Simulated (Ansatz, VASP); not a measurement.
**NaCl in VASP and in Ansatz**

INCAR

```
SYSTEM = NaCl
  PREC = Accurate
  ENCUT = 520
  EDIFF = 1E-7
  ISMEAR = 0
  SIGMA = 0.01
  LREAL = .False.
  LASPH = .True.
  NELM = 60
  ALGO = Normal
  ISIF = 2
  LWAVE = .False.
  LCHARG = .True.
  GGA = PE
  LELF = .True.
  LVHAR = .True.
  NBANDS = 14
```

File KPOINTS:

```
Automatic mesh
0
Gamma
  6 6 6
  0 0 0
```

File POSCAR:

```
NaCl
1.0
    0.0000000000      3.1574364496      3.1574364496
    3.1574364496      0.0000000000      3.1574364496
    3.1574364496      3.1574364496      0.0000000000
Na Cl
1 1
Direct
    0.0000000000      0.0000000000      0.0000000000
    0.2500000000      0.2500000000      0.2500000000
```

Input for Ansatz:

```yaml
crystal:
  lattice:
    - [0.0, 3.1574364496, 3.1574364496]
    - [3.1574364496, 0.0, 3.1574364496]
    - [3.1574364496, 3.1574364496, 0.0]
  atoms:
    - { symbol: Na, position: [0.0, 0.0, 0.0] }
    - { symbol: Cl, position: [0.25, 0.25, 0.25] }
kpoints:
  mp_grid: { grid: [6, 6, 6] }
hamiltonian:
  xc: pbe
scf:
  occupations: { method: fixed }
  n_extra_bands: 4
output:
  forces: true
  stress: true
  eigenvalues: true
```

Alike in both runs: task single point; functional PBE; k mesh 6 × 6 × 6; no spin polarisation.

|  | VASP | Ansatz |
| --- | --- | --- |
| version | VASP 6.6.1 | Ansatz 0.2.0 |
| potentials or method | VASP PAW PBE potentials, release 64 (Na_pv, Cl) | plane waves, PAW |
| plane-wave cutoff (eV) | 520 | 420 |
| occupations | gaussian, width 0.01 eV | fixed |
| valence electrons in the cell | 14 | 16 |

```csv
,VASP,Ansatz,Ansatz less VASP
gap on the k mesh at the Fermi level (eV),4.78,4.78,0.000
pressure (GPa),-0.5,-0.5,+0.02
```

The two sets of potentials don't hold the same shells in valence.

PBE gaps usually lie below the measured ones, often by a third to a half.
